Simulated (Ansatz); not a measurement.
# Ni (Im-3m) in Ansatz: a series of runs

Aim: see how the results for Ni move with the level of theory and the settings. Levels: PBE, LDA. Tasks: band structure.

All numbers are computed with Ansatz 0.2.0; they aren't measurements. Logs are shortened: lines on timing, memory, paths and dates and some standing lists are left out, and cuts for length are marked.

## 1. Starting point

It takes space group Im-3m (No. 229, cubic). The conventional cell has a = 2.767 Å, b = 2.767 Å, c = 2.767 Å, α = 90.00°, β = 90.00°, γ = 90.00°. Ni (site symmetry m-3m) has 8 Ni at 2.40 Å as nearest neighbours.

This isn't the form of Ni at room conditions, which is fcc.

## 2. Band structure, PBE, collinear spin, ferromagnetic start

The input, input.yaml:

```yaml
crystal:
  lattice:
    - [-1.38371547, 1.38371547, 1.38371547]
    - [1.38371547, -1.38371547, 1.38371547]
    - [1.38371547, 1.38371547, -1.38371547]
  atoms:
    - { symbol: Ni, position: [0.0, 0.0, 0.0], spin: 1.0 }
hamiltonian:
  xc: pbe
  pseudopotentials: { kind: paw }
magnetization:
  spin_polarized: true
kpoints:
  mp_grid: { grid: [13, 13, 13] }
  band_path:
    path:
      - [[0.0, 0.0, 0.0], [0.5, -0.5, 0.5], [0.0, 0.0, 0.5], [0.0, 0.0, 0.0], [0.25, 0.25, 0.25], [0.5, -0.5, 0.5]]
      - [[0.25, 0.25, 0.25], [0.0, 0.0, 0.5]]
    npoints: 14
scf:
  occupations: { method: fermi_dirac, width: 0.05 }
  n_extra_bands: 6
output:
  forces: true
  stress: true
  eigenvalues: true
  fatbands: false
```

Potentials or basis: Ansatz PAW.

Command:

```
$ ansatz run input.yaml --threads 2 --pin off --max-ram 5632MiB --backend cpu --events-out ev --progress --plain --runs-dir out
```

What it wrote:

```text
Warning: RAYON_NUM_THREADS=2 ignored (pool sized by the plan → 2); use --threads N
scf.n_extra_bands = 6 over 9 filled bands (N_el = 18.0): the run solves 15 bands
Engine: ansatz 0.2.0, x86_64-unknown-linux-gnu
Pseudopotentials: kind: paw
Pseudopotential: Ni, paw, valence charge 18, recommended cutoff 420 eV (normal), Ni.paw.azcp
Functional definition: PBE
  parameter kappa = 0.804
  parameter beta = 0.06672455060314922
  exchange = pbe_x(kappa = kappa, mu = beta*pi^2/3)
  correlation = pbe_c(beta = beta)
Crystal: 1 atoms, lattice volume = 10.597 Å³
Basis set: ecut = 420 eV, 201 PW (Γ), exchange–correlation on 36×36×36 points (8 copies of the dense FFT grid, shifted against one another)
Bands: 15, of which v1, the nominal top of the filled ones, is band 9 counted from 1 (8 counted from 0)
Symmetry: 48 space group operations
Space group: Im-3m (ITA 229), of the structure as read, at distance tolerance 2.2e-5 Å
Magnetic group: BNS 229.140 (UNI 1642), of the structure as read, at distance tolerance 2.2e-5 Å
k-points: 84 of 2197
Non-local potential: Ni, projectors of the file, l = 0: 3, l = 1: 2, l = 2: 3, l = 3: 1
PAW form: soft (Blöchl's): semilocal exchange-correlation on the pseudo side does not see the compensation charge
PAW one-centre angular grid: Ni, 590 points (default); XC on 64 Gauss nodes
Initial density: superposition of atomic densities (chi_scale 0.1, normalization cell)
Starting moments: Σ|m| = 1 μB on 1 of 1 site
Initial wavefunctions: pseudopotential atomic-orbital guess
Functional: x = pbe(κ = 0.804, μ = 0.2195149727645171), c = pbe(β = 0.06672455060314922)
SCF iter   1: F=—  HF=-5838.763797 eV  |F-HF|=—  |Δ(HF+E_count)|=         —  Δρ=6.62e-2 (↑6.62e-2 ↓3.73e-2)  dr2=6.54e-1  dr2_m=3.69e-2  M=0.746 μB ∫|m|=0.782 μB  β_m=0.30  ethr=3.10e-3  ⟨swp⟩=5.7  Hψ=12975  notcnv=0
Mixer restart at iter 1: flushing history
preconditioner: auto → none  [metal: Δε(μ)=0.001 eV  Ē_g=18.899 eV  σ=0.050 eV  W_gap=0.00  n_scr=0 (ndim 8)  ℏωp=36.1 eV  f_vac=0.000  D(μ)=2.70/eV (n_scr^D=54)]
SCF iter   2: F=—  HF=-5838.686842 eV  |F-HF|=—  |Δ(HF+E_count)|=   7.70e-2  Δρ=6.22e-2 (↑2.20e-2 ↓6.22e-2)  dr2=3.03e-1  dr2_m=6.18e-2  M=0.661 μB ∫|m|=0.706 μB  β_m=0.25  ethr=3.10e-3  ⟨swp⟩=2.5  Hψ=4974  notcnv=0  defer=208
SCF iter   3: F=—  HF=-5838.868873 eV  |F-HF|=—  |Δ(HF+E_count)|=   1.82e-1  Δρ=3.45e-2 (↑1.34e-2 ↓3.45e-2)  dr2=3.02e-2  dr2_m=4.73e-2  M=0.660 μB ∫|m|=0.707 μB  β_m=0.09  ethr=1.68e-3  ⟨swp⟩=2.5  Hψ=4018  notcnv=0  defer=206
SCF iter   4: F=—  HF=-5839.011765 eV  |F-HF|=—  |Δ(HF+E_count)|=   1.43e-1  Δρ=2.43e-2 (↑1.55e-2 ↓2.43e-2)  dr2=4.85e-3  dr2_m=3.49e-2  M=0.657 μB ∫|m|=0.705 μB  β_m=0.16  ethr=1.68e-4  ⟨swp⟩=2.7  Hψ=4036  notcnv=0  defer=210
SCF iter   5: F=—  HF=-5839.306677 eV  |F-HF|=—  |Δ(HF+E_count)|=   2.95e-1  Δρ=1.24e-2 (↑1.08e-2 ↓1.24e-2)  dr2=2.09e-3  dr2_m=1.09e-2  M=0.647 μB ∫|m|=0.698 μB  β_m=0.53  ethr=2.69e-5  ⟨swp⟩=2.3  Hψ=4839  notcnv=0  defer=208
SCF iter   6: F=—  HF=-5839.610551 eV  |F-HF|=—  |Δ(HF+E_count)|=   3.04e-1  Δρ=2.32e-3 (↑1.73e-3 ↓2.32e-3)  dr2=9.49e-4  dr2_m=2.23e-5  M=0.599 μB ∫|m|=0.659 μB  β_m=0.63  ethr=1.16e-5  ⟨swp⟩=2.6  Hψ=5736  notcnv=0  defer=216
SCF iter   7: F=—  HF=-5839.616389 eV  |F-HF|=—  |Δ(HF+E_count)|=   5.84e-3  Δρ=3.59e-3 (↑1.66e-3 ↓3.59e-3)  dr2=1.66e-3  dr2_m=1.07e-4  M=0.594 μB ∫|m|=0.654 μB  β_m=0.80  ethr=5.27e-6  ⟨swp⟩=1.0  Hψ=3101  notcnv=0  defer=216
SCF iter   8: F=—  HF=-5839.618167 eV  |F-HF|=—  |Δ(HF+E_count)|=   1.78e-3  Δρ=8.34e-4 (↑5.45e-4 ↓8.34e-4)  dr2=6.38e-6  dr2_m=4.59e-5  M=0.589 μB ∫|m|=0.650 μB  β_m=0.81  ethr=5.27e-6  ⟨swp⟩=2.2  Hψ=4079  notcnv=0  defer=219
SCF iter   9: F=-5839.618169 eV  HF=-5839.618178 eV  |F-HF|=8.61e-6  |Δ(HF+E_count)|=   1.01e-5  Δρ=6.45e-4 (↑6.45e-4 ↓3.10e-4)  dr2=7.01e-6  dr2_m=2.17e-5  M=0.589 μB ∫|m|=0.649 μB  β_m=0.91  ethr=3.54e-8  ⟨swp⟩=2.2  Hψ=3992  notcnv=0  defer=219
SCF iter  10: F=-5839.618157 eV  HF=-5839.618169 eV  |F-HF|=1.21e-5  |Δ(HF+E_count)|=   8.46e-6  Δρ=4.83e-4 (↑2.42e-4 ↓4.83e-4)  dr2=3.25e-5  dr2_m=1.46e-6  M=0.589 μB ∫|m|=0.649 μB  β_m=0.92  ethr=3.54e-8  ⟨swp⟩=2.1  Hψ=3894  notcnv=0  defer=219
SCF iter  11: F=-5839.618175 eV  HF=-5839.618175 eV  |F-HF|=2.65e-7  |Δ(HF+E_count)|=   5.94e-6  Δρ=6.31e-5 (↑3.43e-5 ↓6.31e-5)  dr2=5.78e-7  dr2_m=2.08e-8  M=0.588 μB ∫|m|=0.649 μB  β_m=0.96  ethr=3.54e-8  ⟨swp⟩=2.2  Hψ=3570  notcnv=0  defer=219
SCF iter  12: F=-5839.618175 eV  HF=-5839.618175 eV  |F-HF|=5.56e-9  |Δ(HF+E_count)|=   7.91e-8  Δρ=6.09e-6 (↑5.75e-6 ↓6.09e-6)  dr2=8.56e-9  dr2_m=8.66e-11  M=0.588 μB ∫|m|=0.648 μB  β_m=0.96  ethr=3.21e-9  ⟨swp⟩=2.2  Hψ=3282  notcnv=0  defer=219
SCF iter  13: F=-5839.618175 eV  HF=-5839.618175 eV  |F-HF|=4.82e-11  |Δ(HF+E_count)|=  8.00e-11  Δρ=6.08e-7 (↑6.08e-7 ↓4.58e-7)  dr2=5.67e-11  dr2_m=3.21e-12  M=0.588 μB ∫|m|=0.648 μB  ethr=4.75e-11  ⟨swp⟩=5.8  Hψ=10027  notcnv=0
SCF 1 converged in 13 iterations: F = -5839.618175 eV  dr2 = 5.67e-11
at 1 of the mixer's solves, the last at iteration 8, it left a direction of its history that read negative out of its fit and stepped the other way along it
NSCF: frozen V_eff on 86 k-points
SCF converged after 13 iterations
Magnetization: 0.5883 μB (9.2942 up, 8.7058 down)
Absolute magnetization: 0.6490 μB (∫|ρ↑−ρ↓|, with the PAW one-centre terms)
Spin contamination: 0.0057 ħ² per cell (⟨S²⟩ above its minimum at these occupations)
Per-site moments (μB) at R_I (Å): [(0.6164813311132296, 0.9886245176193575)]
Free energy (F): -5839.618175 eV
Harris-Foulkes:  -5839.618175 eV  (|F-HF|=4.82e-11)
Internal energy: -5839.603837 eV  (E = F + TS)
E sigma→0 (E₀):  -5839.611006 eV
Entropy (-TS):   -0.014338 eV (-14.338 meV/atom)
Fermi energy:    18.633526 eV
--- Per-component energies (eV) ---
  E_band       = -273.307522
  E_kinetic    = 282.887015
  E_local      = -3395.016021  (includes V_loc(G=0)·N_el)
  E_nonlocal   = 636.168964
  E_hartree    = 1419.004015
  E_xc         = -85.001726
  E_vxc        = -109.625810  (∫ρ·V_xc dr)
  E_paw        = -1630.038215  (= ΣΔE_a)
  E_vpaw       = -525.730941  (= ΣTr[D̂ρ^β])
  E_aug_tail   = 0.000669  (compensation charges beyond the density's cutoff)
  E_ewald      = -3067.608538
  E_smearing   = -0.014338  (= −TS)
  E_closure    = -0.000000  (closes the sum)
  Σ components = -5839.618175   (vs F -5839.618175, Δ=0.00e0)
--- Forces (eV/Å), atoms counted from 1 ---
  atom   1  Ni     0.00000000     0.00000000     0.00000000
  max |Σ_I F_I| component: 1.07e-31 eV/Å
--- Stress (GPa, compression-positive) ---
        7.823692       0.000000      -0.000000
        0.000000       7.823692       0.000000
       -0.000000      -0.000000       7.823692
  P = ⅓ Tr σ = 7.8237 GPa (78.237 kbar)
--- Band table (eV; the first three rows and the last of 168) ---
  k-point 0 ↑: bands = ["-84.8207", "-45.0653", "-45.0653", "-45.0653", "9.4733", "16.2518", "16.2518", "16.2518", "17.7248", "17.7248", "45.1395", "45.1395", "45.1395", "50.0253", "50.0253"]
  k-point 1 ↑: bands = ["-84.8183", "-45.0797", "-45.0703", "-45.0652", "9.7228", "16.1937", "16.2472", "16.3676", "17.6669", "17.7295", "43.2514", "44.6579", "44.8115", "48.7077", "48.9450"]
  k-point 2 ↑: bands = ["-84.8117", "-45.1193", "-45.0840", "-45.0650", "10.4482", "16.0349", "16.2142", "16.6980", "17.5503", "17.7454", "39.5447", "43.1244", "44.1443", "45.9558", "47.5928"]
  k-point 83 ↓: bands = ["-83.9831", "-44.5047", "-44.5024", "-44.5024", "14.6522", "14.6645", "19.0720", "19.0720", "19.1381", "27.6318", "28.7857", "28.7857", "34.6278", "35.2586", "39.3340"]
```

Run time: 2.1 s. Hardware: 2 threads of Intel Xeon Platinum 8375C at 2.90GHz (Ice Lake), shared host; peak memory 0.32 GiB.

What came out:

* Free energy: -5839.6182 eV
* Pressure: 7.8 GPa
* Band gap on the k mesh: none (metal or under the smearing width)
* Net moment: 0.59 μB per cell
* Absolute moment: 0.65 μB per cell
* Site moments: Ni +0.62 μB

Levels at the corners of the path, in eV from the Fermi level:
Spin up:
```csv
point,band 6,band 7,band 8,band 9,band 10,band 11,band 12,band 13
Γ,-2.38,-2.38,-2.38,-0.91,-0.91,26.51,26.51,26.51
H,-4.37,-0.27,-0.27,-0.27,9.88,9.88,9.88,15.82
N,-3.34,-0.99,-0.75,-0.03,0.17,6.63,19.25,20.39
Γ,-2.38,-2.38,-2.38,-0.91,-0.91,26.51,26.51,26.51
P,-3.28,-3.28,-0.72,-0.72,8.31,8.31,8.31,10.24
H,-4.37,-0.27,-0.27,-0.27,9.88,9.88,9.88,15.82
P,-3.28,-3.28,-0.72,-0.72,8.31,8.31,8.31,10.24
N,-3.34,-0.99,-0.75,-0.03,0.17,6.63,19.25,20.39
```
Spin down:
```csv
point,band 7,band 8,band 9,band 10,band 11,band 12
Γ,-1.67,-1.67,-0.38,-0.38,26.41,26.41
H,0.54,0.54,0.54,9.92,9.92,9.92
N,-0.39,-0.20,0.14,0.78,7.01,19.19
Γ,-1.67,-1.67,-0.38,-0.38,26.41,26.41
P,-2.76,-0.17,-0.17,8.56,8.56,8.56
H,0.54,0.54,0.54,9.92,9.92,9.92
P,-2.76,-0.17,-0.17,8.56,8.56,8.56
N,-0.39,-0.20,0.14,0.78,7.01,19.19
```

## 3. Band structure, LDA, collinear spin, ferromagnetic start

input.yaml: that of step 2 with these lines changed.

```diff
@@ -8,3 +8,3 @@
 hamiltonian:
-  xc: pbe
+  xc: lda
   pseudopotentials: { kind: paw }
@@ -27 +27,5 @@
   fatbands: false
+  write_density: true
+  write_potential: true
+  elf: true
+  volumetric_format: npy
```

Potentials or basis: Ansatz PAW.

Command:

```
$ ansatz run input.yaml --threads 2 --pin off --max-ram 5632MiB --backend cpu --events-out ev --progress --plain --runs-dir out
```

What it wrote:

```text
Warning: RAYON_NUM_THREADS=2 ignored (pool sized by the plan → 2); use --threads N
scf.n_extra_bands = 6 over 9 filled bands (N_el = 18.0): the run solves 15 bands
[... 3 set-up lines as earlier in the session ...]
Functional definition: SPW92
  exchange = slater_x
  correlation = pw_c
Crystal: 1 atoms, lattice volume = 10.597 Å³
Basis set: ecut = 420 eV, 201 PW (Γ)
Bands: 15, of which v1, the nominal top of the filled ones, is band 9 counted from 1 (8 counted from 0)
[... 2 set-up lines as earlier in the session ...]
Magnetic group: BNS 229.140 (UNI 1642), of the structure as read, at distance tolerance 2.2e-5 Å
k-points: 84 of 2197
[... 2 set-up lines as earlier in the session ...]
PAW frozen core: Ni, regenerated for the run's functional, and the local potential with it (the file was generated under x = pbe(κ = 0.804, μ = 0.2195149727645171), c = pbe(β = 0.06672455060314922))
[... 2 set-up lines as earlier in the session ...]
Starting moments: Σ|m| = 1 μB on 1 of 1 site
[... 1 set-up line as earlier in the session ...]
Functional: x = slater, c = lda
SCF iter   1: F=—  HF=-5772.485514 eV  |F-HF|=—  |Δ(HF+E_count)|=         —  Δρ=8.77e-2 (↑8.77e-2 ↓4.30e-2)  dr2=9.91e-1  dr2_m=7.20e-2  M=0.706 μB ∫|m|=0.731 μB  β_m=0.30  ethr=3.10e-3  ⟨swp⟩=5.7  Hψ=13001  notcnv=0
Mixer restart at iter 1: flushing history
preconditioner: auto → none  [metal: Δε(μ)=0.016 eV  Ē_g=18.818 eV  σ=0.050 eV  W_gap=0.08  n_scr=0 (ndim 8)  ℏωp=36.1 eV  f_vac=0.000  D(μ)=2.70/eV (n_scr^D=54)]
[... 18 lines left out ...]
Free energy (F): -5773.259311 eV
Harris-Foulkes:  -5773.259311 eV  (|F-HF|=1.48e-9)
Internal energy: -5773.242822 eV  (E = F + TS)
E sigma→0 (E₀):  -5773.251066 eV
Entropy (-TS):   -0.016489 eV (-16.489 meV/atom)
Fermi energy:    18.166466 eV
--- Per-component energies (eV) ---
  E_band       = -277.308540
  E_kinetic    = 283.558358
  E_local      = -3396.874494  (includes V_loc(G=0)·N_el)
  E_nonlocal   = 639.002725
  E_hartree    = 1416.187409
  E_xc         = -84.746654
  E_vxc        = -109.709466  (∫ρ·V_xc dr)
  E_paw        = -1563.196320  (= ΣΔE_a)
  E_vpaw       = -525.664254  (= ΣTr[D̂ρ^β])
  E_aug_tail   = 0.000572  (compensation charges beyond the density's cutoff)
  E_ewald      = -3067.608538
  E_core_change = 0.434120  (= ΣΔE_core)
  E_smearing   = -0.016489  (= −TS)
  E_closure    = -0.000000  (closes the sum)
  Σ components = -5773.259311   (vs F -5773.259311, Δ=0.00e0)
--- Forces (eV/Å), atoms counted from 1 ---
  atom   1  Ni     0.00000000     0.00000000    -0.00000000
  max |Σ_I F_I| component: 1.36e-31 eV/Å
--- Stress (GPa, compression-positive) ---
      -10.264934      -0.000000       0.000000
        0.000000     -10.264934       0.000000
        0.000000       0.000000     -10.264934
  P = ⅓ Tr σ = -10.2649 GPa (-102.649 kbar)
--- Band table (eV; the first three rows and the last of 168) ---
  k-point 0 ↑: bands = ["-84.4003", "-45.0668", "-45.0668", "-45.0668", "9.0151", "15.8375", "15.8375", "15.8375", "17.2980", "17.2980", "44.7435", "44.7435", "44.7435", "49.6213", "49.6213"]
  k-point 1 ↑: bands = ["-84.3978", "-45.0816", "-45.0719", "-45.0668", "9.2648", "15.7790", "15.8329", "15.9546", "17.2397", "17.3027", "42.8417", "44.2579", "44.4088", "48.0998", "48.4395"]
  k-point 2 ↑: bands = ["-84.3909", "-45.1224", "-45.0860", "-45.0665", "9.9906", "15.6189", "15.7989", "16.2886", "17.1232", "17.3186", "39.1071", "42.7015", "43.7332", "45.3535", "47.0411"]
  k-point 83 ↓: bands = ["-83.6454", "-44.5993", "-44.5970", "-44.5970", "14.2242", "14.2356", "18.5434", "18.5434", "18.6087", "27.1786", "28.3174", "28.3174", "34.3506", "34.9588", "38.7154"]
```

rho_z.tsv:

```text
# z_ang	rho[e/angstrom^3]	rho_spin[e/angstrom^3]
# format = ansatz-planar-average/11
# lattice	-1.383715470	1.383715470	1.383715470
# lattice	1.383715470	-1.383715470	1.383715470
# lattice	1.383715470	1.383715470	-1.383715470
# sites	1
# site	28	0.000000000	0.000000000	0.000000000
0.000000	4.519251e0	1.623954e-1
0.133148	4.128414e0	1.459521e-1
0.266296	3.183027e0	1.074857e-1
0.399444	2.143177e0	6.745034e-2
0.532592	1.332401e0	3.778140e-2
0.665740	8.205405e-1	1.926222e-2
[... 10 lines left out ...]
2.130369	3.183027e0	1.074857e-1
2.263517	4.128414e0	1.459521e-1
```

It took 2 s on 2 threads of Intel Xeon Platinum 8375C at 2.90GHz (Ice Lake), shared host; peak memory 0.35 GiB.

What came out:

- Free energy: -5773.2593 eV
- Pressure: -10.3 GPa
- Band gap on the k mesh: none (metal or under the smearing width)
- Net moment: 0.55 μB per cell
- Absolute moment: 0.59 μB per cell
- Site moments: Ni +0.57 μB

Levels at the corners of the path, in eV from the Fermi level:
Spin up:
```
point  band 7  band 8  band 9  band 10  band 11  band 12
    Γ   -2.33   -2.33   -0.87    -0.87    26.58    26.58
    H   -0.18   -0.18   -0.18     9.83     9.83     9.83
    N   -0.94   -0.71    0.05     0.19     6.65    19.27
    Γ   -2.33   -2.33   -0.87    -0.87    26.58    26.58
    P   -3.24   -0.67   -0.67     8.36     8.36     8.36
    H   -0.18   -0.18   -0.18     9.83     9.83     9.83
    P   -3.24   -0.67   -0.67     8.36     8.36     8.36
    N   -0.94   -0.71    0.05     0.19     6.65    19.27
```
Spin down:
```
point  band 7  band 8  band 9  band 10  band 11  band 12
    Γ   -1.75   -1.75   -0.35    -0.35    26.58    26.58
    H    0.48    0.48    0.48     9.92     9.92     9.92
    N   -0.39   -0.18    0.24     0.72     7.00    19.29
    Γ   -1.75   -1.75   -0.35    -0.35    26.58    26.58
    P   -2.79   -0.14   -0.14     8.62     8.62     8.62
    H    0.48    0.48    0.48     9.92     9.92     9.92
    P   -2.79   -0.14   -0.14     8.62     8.62     8.62
    N   -0.39   -0.18    0.24     0.72     7.00    19.29
```

Caveat: the PAW data sets come from PBE, with cores solved anew for the run's functional, which leaves a small shift of forces and pressure.
